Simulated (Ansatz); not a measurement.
Ni:

```
Ni
1.0
    -1.38372    1.38372    1.38372
     1.38372   -1.38372    1.38372
     1.38372    1.38372   -1.38372
Ni
1
Direct
  0.00000 0.00000 0.00000
```

This isn't the form of Ni at room conditions, which is fcc.

* Program: Ansatz 0.2.0
* Task: relaxation of cell and atoms
* Functional: RPBE
* Dispersion: D3(BJ)
* Potentials or basis: Ansatz PAW
* Cutoff: 420 eV (not typed: the program's choice for these potentials)
* k mesh: 13 × 13 × 13
* Occupations: fermi-dirac, width 0.05 eV
* Spin: collinear spin, ferromagnetic start
* Starting moments: [1.0] μB

At the start: volume 10.60 Å³/atom.

Q: How do energy, volume and symmetry change on relaxing?

A: It ends after 8 steps and the volume is 9.60 Å³/atom (-9.4 %); space group Im-3m (No. 229, to 0.05 Å); moment 0.30 μB per cell.

The path:
```
step  energy change (eV)  largest force (eV/Å)  volume (Å³)
   1              0.0000                0.0000        10.60
   2             -0.0497                0.0000        10.11
   3             -0.0682                0.0000         9.53
   4             -0.0684                0.0000         9.60
   5             -0.0684                0.0000         9.60
   6             -0.0673                0.0000         9.60
   7             -0.0673                0.0000         9.60
   8             -0.0673                0.0000         9.60
```

Final structure:
```cif
data_structure
_symmetry_space_group_name_H-M 'P 1'
_symmetry_Int_Tables_number 1
_cell_length_a 2.3190
_cell_length_b 2.3190
_cell_length_c 2.3190
_cell_angle_alpha 109.471
_cell_angle_beta 109.471
_cell_angle_gamma 109.471
_cell_volume 9.60
loop_
_atom_site_label
_atom_site_type_symbol
_atom_site_fract_x
_atom_site_fract_y
_atom_site_fract_z
_atom_site_occupancy
Ni1 Ni 0.00000 0.00000 0.00000 1
```

Caveat: the plane-wave basis is chosen anew once the cell has moved, so the energies of steps on either side of that aren't comparable; pairwise dispersion overbinds metals, which lowers pressure and volume; the PAW data sets come from PBE, with cores solved anew for the run's functional, which leaves a small shift of forces and pressure.
